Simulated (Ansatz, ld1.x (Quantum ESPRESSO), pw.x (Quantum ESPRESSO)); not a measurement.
## What a changed setting does to a pw.x run (fcc Se)

Potential: PAW, ld1.x (Quantum ESPRESSO) 7.5, PBEsol; core [Ar] 3d10, reference 4s2 4p2; waves: 4s (bound): rcut 1.35, rcutus 1.55 bohr; 4s channel at -2.05 Ry: rcut 1.35, rcutus 1.55 bohr; 4p (bound): rcut 1.55, rcutus 1.85 bohr; 4p channel at -1.35 Ry: rcut 1.55, rcutus 1.85 bohr; 4d channel at 0.25 Ry: rcut 1.40, rcutus 1.85 bohr; 4d channel at 2.45 Ry: rcut 1.40, rcutus 1.85 bohr; local part: all-electron potential smoothed inside 1.50 bohr (lloc = -1); core correction: Bessel-smoothed model core inside 1.10 bohr; augmentation: PSQ, inside the norm-conserving radii.

The reference run (k-mesh 13³, cutoffs 40/320 Ry, Fermi–Dirac 0.01 Ry, mixing_beta 0.4, conv_thr 1e-9, no spin) gives 0.27 GPa at 19.196 Å³/atom, where all-electron LAPW gives 0.41 GPa. This run, with its own iteration cap, changes smearing to mv.

```
&control
  calculation='scf', prefix='x', pseudo_dir='./', outdir='./tmp', tstress=.true., disk_io='none'
/
&system
  ibrav=0, nat=1, ntyp=1, ecutwfc=40, ecutrho=320, nbnd=10,
  occupations='smearing', smearing='mv', degauss=0.01
/
&electrons
  conv_thr=1e-09, mixing_beta=0.4, electron_maxstep=50
/
ATOMIC_SPECIES
Se 1.0 Se.UPF
CELL_PARAMETERS angstrom
  0.00000000 2.12516954 2.12516954
  2.12516954 0.00000000 2.12516954
  2.12516954 2.12516954 0.00000000
ATOMIC_POSITIONS crystal
Se 0.0000 0.0000 0.0000
K_POINTS automatic
13 13 13 0 0 0
```

```bash
pw.x < Se.scf.in > Se.scf.out
```

How does the run end?

It converges in 8 iterations; the free energy moves by +25.3 meV/atom and the pressure by -0.46 GPa. This scheme is built to cancel the term in the square of the width that Fermi–Dirac smearing leaves in the F of a metal.

```
Message from routine setup:
     using ibrav=0 with symmetry is DISCOURAGED, use correct ibrav instead
     lattice parameter (alat)  =       5.6795  a.u.
     unit-cell volume          =     129.5410 (a.u.)^3
     number of electrons       =         6.00
     number of Kohn-Sham states=           10
     kinetic-energy cutoff     =      40.0000  Ry
     charge density cutoff     =     320.0000  Ry
     scf convergence threshold =      1.0E-09
     Exchange-correlation= SLA  PW   PSX  PSC
     number of k points=    84  Marzari-Vanderbilt smearing, width (Ry)=  0.0100
     iteration #  1     ecut=    40.00 Ry     beta= 0.40
     total energy              =    -186.01416666 Ry
     estimated scf accuracy    <       0.31719050 Ry
     iteration #  2     ecut=    40.00 Ry     beta= 0.40
     total energy              =    -185.98052845 Ry
     estimated scf accuracy    <       0.07257261 Ry
     iteration #  3     ecut=    40.00 Ry     beta= 0.40
     total energy              =    -185.99016784 Ry
     estimated scf accuracy    <       0.00014493 Ry
     [... 2 iterations left out ...]
     iteration #  6     ecut=    40.00 Ry     beta= 0.40
     total energy              =    -185.99022827 Ry
     estimated scf accuracy    <       0.00000003 Ry
     iteration #  7     ecut=    40.00 Ry     beta= 0.40
     total energy              =    -185.99022828 Ry
     estimated scf accuracy    <          2.6E-09 Ry
     iteration #  8     ecut=    40.00 Ry     beta= 0.40
     the Fermi energy is     9.0363 ev
!    total energy              =    -185.99022828 Ry
     estimated scf accuracy    <          6.0E-11 Ry
     smearing contrib. (-TS)   =      -0.00003883 Ry
     The total energy is F=E-TS. E is the sum of the following terms:
     one-electron contribution =       6.43037046 Ry
     hartree contribution      =       0.69837177 Ry
     xc contribution           =     -32.92152575 Ry
     ewald contribution        =     -20.54973997 Ry
     one-center paw contrib.   =    -139.64766596 Ry
     convergence has been achieved in   8 iterations
          total   stress  (Ry/bohr**3)                   (kbar)     P=       -1.86
     Message from routine punch:
     Nothing written, as per user request (disk_io='none')
```

The run took about 7.3 s on one core of a shared host (Neoverse-V2, 32 threads, 247 GiB, load 11).
